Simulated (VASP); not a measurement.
# Hf3B in VASP: a series of runs, part 2 of 2

VASP 6.6.1.

## Step 4: Single point, PBEsol

This run uses another cell than the first one: it holds 4 atoms, not 3.

File INCAR:

```
SYSTEM = Hf3H
PREC = Accurate
ENCUT = 520
EDIFF = 1E-6
ISMEAR = 0
SIGMA = 0.1
LREAL = .FALSE.
LASPH = .TRUE.
NELM = 100
ALGO = Normal
ISIF = 2
LWAVE = .FALSE.
LCHARG = .FALSE.
LDIPOL = .TRUE.
IDIPOL = 3
DIPOL = 0.5 0.5 0.491
GGA = PS
NBANDS = 24
```

File KPOINTS:

```
Automatic mesh
0
G
  9 9 1
  0 0 0
```

File POSCAR:

```
Hf3H
1.0
    3.1240671824      0.0000000000      0.0000000000
   -1.5620335912      2.7055215431      0.0000000000
    0.0000000000      0.0000000000     24.1015803460
Hf H
3 1
Direct
    0.6666666667      0.3333333333      0.3526739690
    0.3333333333      0.6666666667      0.4524169293
    0.0000000000      0.0000000000      0.5563288072
    0.3333333333      0.6666666667      0.6008176894
```

Potentials or basis: VASP PAW PBE potentials, release 64 (Hf_pv, H).

Run with:

```console
$ cat potpaw_PBE.64/Hf_pv/POTCAR potpaw_PBE.64/H/POTCAR > POTCAR
$ mpirun -np 1 vasp_std > vasp.out
```

OUTCAR:

```text
SYSTEM = Hf3H
   PREC = Accurate
   ENCUT = 520
   EDIFF = 1E-6
   ISMEAR = 0
   LREAL = .FALSE.
   LASPH = .TRUE.
   NELM = 100
   ISIF = 2
   GGA = PS

 ion  position               nearest neighbor table
   1  0.667  0.333  0.353-   2 3.01   2 3.01   2 3.01
   2  0.333  0.667  0.452-   1 3.01   1 3.01   1 3.01   3 3.09   3 3.09   3 3.09
   3  0.000  0.000  0.556-   4 2.10   4 2.10   4 2.10   2 3.09   2 3.09   2 3.09
   4  0.333  0.667  0.601-   3 2.10   3 2.10   3 2.10

  LATTYP: Found a hexagonal cell.
 ALAT       =     3.1240671824
 C/A-ratio  =     7.7148085937

  Lattice vectors:

 A1 = (   3.1240671824,   0.0000000000,   0.0000000000)
 A2 = (  -1.5620335912,   2.7055215431,   0.0000000000)
 A3 = (   0.0000000000,   0.0000000000,  24.1015803460)

Analysis of symmetry for initial positions (statically):
=====================================================================
 Subroutine PRICEL returns:
 Original cell was already a primitive cell.

 Routine SETGRP: Setting up the symmetry group for a
 hexagonal supercell.

 Subroutine GETGRP returns: Found  6 space group operations
 (whereof  6 operations were pure point group operations)
 out of a pool of 24 trial point group operations.

The static configuration has the point symmetry C_3v.

Analysis of symmetry for dynamics (positions and initial velocities):
=====================================================================
 Subroutine PRICEL returns:
 Original cell was already a primitive cell.

 Routine SETGRP: Setting up the symmetry group for a
 hexagonal supercell.

 Subroutine GETGRP returns: Found  6 space group operations
 (whereof  6 operations were pure point group operations)
 out of a pool of 24 trial point group operations.

The dynamic configuration has the point symmetry C_3v.

 Subroutine INISYM returns: Found  6 space group operations
 (whereof  6 operations are pure point group operations),
 and found     1 'primitive' translations

----------------------------------------------------------------------------------------

                                     Primitive cell

  volume of cell :     203.7121

  direct lattice vectors                    reciprocal lattice vectors
     3.124067182  0.000000000  0.000000000     0.320095549  0.184807251  0.000000000
    -1.562033591  2.705521543  0.000000000     0.000000000  0.369614503  0.000000000
     0.000000000  0.000000000 24.101580346     0.000000000  0.000000000  0.041491055

  length of vectors
     3.124067182  3.124067182 24.101580346     0.369614503  0.369614503  0.041491055

  position of ions in fractional coordinates (direct lattice)
     0.666666667  0.333333333  0.352673969
     0.333333333  0.666666667  0.452416929
     0.000000000  0.000000000  0.556328807
     0.333333333  0.666666667  0.600817689

  ion indices of the primitive-cell ions
   primitive index   ion index
                 1           1
                 2           2
                 3           3
                 4           4

----------------------------------------------------------------------------------------

 KPOINTS: Automatic mesh

[... 32 lines left out ...]
  0.444444  0.111111  0.000000      6.000000
  0.222222  0.222222  0.000000      6.000000
  0.333333  0.222222  0.000000     12.000000
  0.333333  0.333333  0.000000      2.000000
   k-points           NKPTS =     12   k-points in BZ     NKDIM =     12   number of bands    NBANDS=     24
   number of dos      NEDOS =    301   number of ions     NIONS =      4
   total plane-waves  NPLWV = 103680
   dimension x,y,z NGX =    24 NGY =   24 NGZ =  180
   dimension x,y,z NGXF=    48 NGYF=   48 NGZF=  360
   ions per type =               3   1
   NGX,Y,Z   is equivalent  to a cutoff of  12.77, 12.77, 12.42 a.u.
   NGXF,Y,Z  is equivalent  to a cutoff of  25.54, 25.54, 24.83 a.u.
 SYSTEM =  Hf3H
   PREC   = accura    normal or accurate (medium, high low for compatibility)
   ISTART =      0    job   : 0-new  1-cont  2-samecut
   ICHARG =      2    charge: 1-file 2-atom 10-const
   ISPIN  =      1    spin polarized calculation?
   LNONCOLLINEAR =      F non collinear calculations
   LSORBIT =      F    spin-orbit coupling
   LASPH  =      T    aspherical Exc in radial PAW
   ENCUT  =  520.0 eV  38.22 Ry    6.18 a.u.   5.81  5.81 44.81*2*pi/ulx,y,z
   NELM   =    100;   NELMIN=  2; NELMDL= -5     # of ELM steps
   EDIFF  = 0.1E-05   stopping-criterion for ELM
   LREAL  =      F    real-space projection
   EDIFFG = 0.1E-04   stopping-criterion for IOM
   NSW    =      0    number of steps for IOM
   IBRION =     -1    ionic relax: 0-MD 1-quasi-New 2-CG
   NFREE  =      0    steps in history (QN), initial steepest desc. (CG)
   ISIF   =      2    stress and relaxation
   ISYM   =      2    0-nonsym 1-usesym 2-fastsym
   POTIM  = 0.5000    time-step for ionic-motion
   TEBEG  =    0.0;   TEEND  =   0.0 temperature during run
   PSTRESS=    0.0 pullay stress
   NELECT =      31.0000    total number of electrons
   NUPDOWN=      -1.0000    fix difference up-down
   EMIN   =  10.00;   EMAX   =-10.00  energy-range for DOS
   EFERMI =   0.00;   METHOD = LEGACY
   ISMEAR =     0;   SIGMA  =   0.10  broadening in eV -4-tet -1-fermi 0-gaus
   EFERMI_NEDOS =   21; number of points for ismear=-14 and -15
   IALGO  =     38    algorithm
   IMIX   =      4    mixing-type and parameters
     AMIX     =   0.40;   BMIX     =  1.00
     AMIX_MAG =   1.60;   BMIX_MAG =  1.00
  volume/ion in A,a.u.               =      50.93       343.68
  Fermi-wavevector in a.u.,A,eV,Ry     =   0.874023  1.651665 10.393722  0.763917
  Thomas-Fermi vector in A             =   1.993496
   LORBIT       =      0    0 simple, 1 ext, 2 COOP (PROOUT), +10 PAW based schemes
   GGA     = PS    functional components
   LHFCALC =     F    Hartree Fock is set to
   AEXX    =    0.0000 exact exchange contribution
   IVDW    =     0    specifies the selected vdW correction
   LEPSILON=     F    determine dielectric tensor
   LRPA    =     F    only Hartree local field effects (RPA)
 non-spin polarized calculation
 Gauss-broadening in eV      SIGMA  =   0.10
  energy-cutoff  :      520.00
  volume of cell :      203.71
 maximum number of plane-waves:      5516
 NGX is ok and might be reduce to    24

 dipolmoment           0.000000      0.000000      0.000193 electrons x Angstroem

 number of electron      30.9999997 magnetization

 dipolmoment           0.000000      0.000000     -0.004928 electrons x Angstroem

 Free energy of the ion-electron system (eV)
  ---------------------------------------------------
  ext. energy  EPLUGINS =         0.00000000
  ---------------------------------------------------
  free energy    TOTEN  =       -33.91746620 eV

  energy without entropy =      -33.89410026  energy(sigma->0) =      -33.90578323

 E-fermi :  -1.3287     XC(G=0):  -4.5623

 val. band max:       -1.3323114875   @ k =   0.3333   0.3333   0.0000
 cond. band min:      -1.3157182187   @ k =   0.3333   0.1111   0.0000
 fundamental gap:      0.0165932688
 Fermi energy:        -1.3287087024

 k-point     1 :       0.0000    0.0000    0.0000
  band No.  band energies     occupation
      1     -32.2172      2.00000
      2     -31.9789      2.00000
      3     -31.5925      2.00000
      4     -31.5925      2.00000
      5     -31.4609      2.00000
      6     -31.4609      2.00000
[... 313 lines left out ...]
     23       3.0251      0.00000
     24       4.5043      0.00000

------------------------ aborting loop because EDIFF is reached ----------------------------------------

 vacuum level on the upper side and lower side of the slab       (xc-potential included)        -0.243        -0.097

  FORCE on cell =-STRESS in cart. coord.  units (eV):
  Direction    XX          YY          ZZ          XY          YZ          ZX
  --------------------------------------------------------------------------------------
  -------------------------------------------------------------------------------------
  Total       -1.3186658     -1.3186658     -0.0953839      0.0000000     -0.0000000      0.0000000
  in kB      -10.3711868    -10.3711868     -0.7501856      0.0000000     -0.0000000      0.0000000
  external PRESSURE =      -7.1641864 kB  Pullay stress =       0.0000000 kB

 VOLUME and BASIS-vectors are now :
 -----------------------------------------------------------------------------
  energy-cutoff  :      520.00
  volume of cell :      203.71
      direct lattice vectors                 reciprocal lattice vectors
     3.124067182  0.000000000  0.000000000     0.320095549  0.184807251  0.000000000
    -1.562033591  2.705521543  0.000000000     0.000000000  0.369614503  0.000000000
     0.000000000  0.000000000 24.101580346     0.000000000  0.000000000  0.041491055

 POSITION                                       TOTAL-FORCE (eV/Angst)
 -----------------------------------------------------------------------------------
      1.56203      0.90184      8.50000         0.000000     -0.000000      0.012950
     -0.00000      1.80368     10.90396         0.000000      0.000000     -0.002455
      0.00000      0.00000     13.40840        -0.000000     -0.000000     -0.000813
     -0.00000      1.80368     14.48066        -0.000000     -0.000000     -0.009683
 -----------------------------------------------------------------------------------
    total drift:                                0.000000     -0.000000     -0.000364

  FREE ENERGIE OF THE ION-ELECTRON SYSTEM (eV)
  ---------------------------------------------------
  free  energy   TOTEN  =       -33.9174662035 eV

  energy  without entropy=      -33.8941002643  energy(sigma->0) =      -33.90578323

 vacuum level on the upper side and lower side of the slab         2.913         3.047
```

Wall time 2.4 min (1 thread of Intel Xeon Platinum 8259CL at 2.50GHz (Skylake/Cascade Lake), shared host); peak memory 0.33 GiB.

What came out:

- Free energy: -33.9175 eV
- Largest force: 0.013 eV/Å
- Band gap on the k mesh: none (metal or under the smearing width)

Forces on the atoms (eV/Å):
```
Hf   0.000  0.000  0.013
Hf   0.000  0.000 -0.002
Hf   0.000  0.000 -0.001
H    0.000  0.000 -0.010
```

Levels at points of the mesh, in eV from the Fermi level:
```csv
k point,band 11,band 12,band 13,band 14,band 15,band 16,band 17,band 18,band 19,band 20
"(0.00, 0.00, 0.00)",-6.25,-4.42,-1.52,-0.11,0.54,1.11,1.11,1.26,1.48,1.48
```

Caveat: the PAW data sets were made with another functional, which shifts forces and pressure a little. The run has no spin-orbit coupling, so splittings on Hf are missing.

## Step 5: Overview

| potentials or basis | cell | gap on the mesh (eV) | largest force (eV/Å) |
| --- | --- | --- | --- |
| VASP PAW PBE potentials, release 64 (Hf_pv) | clean slab, lower half held | none | 0.04 |
| VASP PAW PBE potentials, release 64 (Hf_pv, B) | as given | none | 0.02 |
| VASP PAW PBE potentials, release 64 (Hf_pv, H) | as given | none | 0.01 |

Some of these runs hold the atoms at other places in the same cell, which the table doesn't show; runs alike in all that it shows share one row.

Alike in all rows: task single point; level PBEsol; no spin polarisation; k mesh 9 × 9 × 1; cutoff (eV) 520; smearing gaussian 0.1 eV.

Caveats: the PAW data sets were made with another functional, which shifts forces and pressure a little.

Total energies depend on the potentials used, so only differences within one code and one set of settings carry meaning.
